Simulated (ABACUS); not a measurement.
VO2:

```
V O
1.0
     4.50720    0.00000    0.00000
     0.00000    4.50720    0.00000
     0.00000    0.00000    3.04445
V O
2 4
Direct
  0.50000 0.50000 0.50000
  0.00000 0.00000 0.00000
  0.20036 0.79964 0.50000
  0.79964 0.20036 0.50000
  0.70036 0.70036 0.00000
  0.29964 0.29964 0.00000
```

The cell is a database's computed one.

Base run:

* Program: ABACUS 3.10.1
* Functional: revPBE
* Potentials or basis: SG15 ONCV 1.2 PBE
* Cutoff: 1361 eV
* Density cutoff: 5442 eV
* Basis: DZP LCAO (the cutoffs set its grid)
* k mesh: 6 × 6 × 9
* Occupations: fermi-dirac, width 0.05 eV
* Spin: collinear spin, ferromagnetic start
* Starting moments: [2.0, 2.0, 0.0, 0.0, 0.0, 0.0] μB

Its results: band gap on the k mesh none (metal or under the smearing width); pressure -3.3 GPa; net moment 2.00 μB per cell; site moments V +1.26, +1.28; O -0.13, -0.14 μB; largest force 0.282 eV/Å.

Q: The run is repeated on the same cell with these changes: functional from revPBE to PBE. What comes out?

A: Band gap on the k mesh none (metal or under the smearing width); pressure -6.8 GPa; net moment 2.00 μB per cell; site moments V +1.24, +1.26; O -0.12, -0.13 μB; largest force 0.293 eV/Å.

PBE binds more tightly than revPBE, so the same cell stands under less pressure.

Caveats: the atomic orbitals were generated for these runs and aren't a published set; the basis of atomic orbitals isn't converged, which shifts pressures, moduli and gaps; semilocal functionals often make such compounds metallic where correlation or magnetic order opens a gap, which also shifts bond lengths; the potentials were made for another functional, which shifts forces and pressure (some runs).
